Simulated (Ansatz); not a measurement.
ZnTe:
```yaml
crystal:
  lattice:
    - [0.00000, 2.99732, 2.99732]
    - [2.99732, 0.00000, 2.99732]
    - [2.99732, 2.99732, 0.00000]
  atoms:
    - { symbol: Te, position: [0.75000, 0.75000, 0.75000] }
    - { symbol: Zn, position: [0.00000, 0.00000, 0.00000] }
```

Relaxed with LDA. Special points in fractions of this cell's reciprocal vectors: Γ (0.000, 0.000, 0.000); X (0.500, 0.000, 0.500); U (0.625, 0.250, 0.625); K (0.375, 0.375, 0.750); L (0.500, 0.500, 0.500); W (0.500, 0.250, 0.750).

List the band energies nearest the valence-band maximum at these points for the program Ansatz at the LDA level (PAW).

In eV from the valence-band maximum; about four levels below and three above (degenerate sets whole), none deeper than 8.9 eV; points with the same levels are listed once.

| k | below | above |
|---|---|---|
| Γ | -6.95 -6.95 0.00 0.00 0.00 | 1.27 4.32 4.32 4.32 |
| X | -6.71 -5.31 -2.37 -2.37 | 2.12 2.14 9.99 9.99 |
| U | -6.66 -5.20 -3.36 -1.98 | 2.49 4.72 7.79 |
| L | -6.78 -5.54 -0.98 -0.98 | 1.71 4.99 4.99 |
| W | -6.62 -5.18 -3.09 -2.87 | 4.63 4.76 5.77 |

Space group F-43m (zinc blende). The cell was relaxed with LDA under the symmetry of its start; of distortions, only those at the zone centre were tested. Scalar-relativistic: spin–orbit coupling is off unless named, which matters more the heavier the elements.

Potentials: the later of the program's two PAW sets.
